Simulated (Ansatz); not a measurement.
InN, first-principles data

InN:
```cif
data_In6N6
_chemical_formula_sum 'In6 N6'
_space_group_name_H-M_alt 'P 1'
_space_group_IT_number 1
_cell_length_a 3.52813
_cell_length_b 3.52813
_cell_length_c 17.21637
_cell_angle_alpha 90.000
_cell_angle_beta 90.000
_cell_angle_gamma 120.000
loop_
_space_group_symop_operation_xyz
  'x, y, z'
loop_
_atom_site_label
_atom_site_type_symbol
_atom_site_fract_x
_atom_site_fract_y
_atom_site_fract_z
_atom_site_occupancy
In1 In 0.00000 0.00000 0.99982 1
In2 In 0.00000 0.00000 0.49982 1
In3 In 0.66667 0.33333 0.83358 1
In4 In 0.33333 0.66667 0.33358 1
In5 In 0.66667 0.33333 0.16662 1
In6 In 0.33333 0.66667 0.66662 1
N1 N 0.00000 0.00000 0.87461 1
N2 N 0.00000 0.00000 0.37461 1
N3 N 0.66667 0.33333 0.70801 1
N4 N 0.33333 0.66667 0.20801 1
N5 N 0.66667 0.33333 0.04105 1
N6 N 0.33333 0.66667 0.54105 1
```

Space group P6_3mc (No. 186); conventional cell a = b = 3.528 Å, c = 17.216 Å, α = β = 90.00°, γ = 120.00°.

Method: the program Ansatz at the HSE06 level (PAW). The cell and atoms are relaxed at this level. Other levels are named where they apply.

### Cell and energy

```json
{
 "volume_per_atom": "15.47 Å³",
 "density": "6.92 g/cm³"
}
```

### Electronic structure

```json
{
 "band_gap": "0.57 eV (direct)",
 "valence_band_maximum": "at Γ",
 "conduction_band_minimum": "at Γ",
 "Gap with spin–orbit coupling": "0.58 eV (at the special points and the edges found without it)"
}
```

### Mechanics

```json
{
  "Bulk modulus (Birch–Murnaghan fit)": "144 GPa",
  "Pressure derivative B′": "4.5"
}
```

### Charges

```json
{
 "bader_charges": "In +1.55 to +1.56, N -1.56 to -1.55 e"
}
```

A made-up cell: these elements were put on the sites of a structure type. Its sites differ from those of the usual phase in this space group: another stacking or structure type. The HSE06 relaxation kept the symmetry of its start; whether a distortion lowers the energy is not shown. The hybrid was solved on a coarse mesh, the path and, where they were found, the r²SCAN edge points; its band edges are the extreme levels among these. Spin–orbit coupling is left out wherever it is not named.

Potentials: the later of the program's two PAW sets.
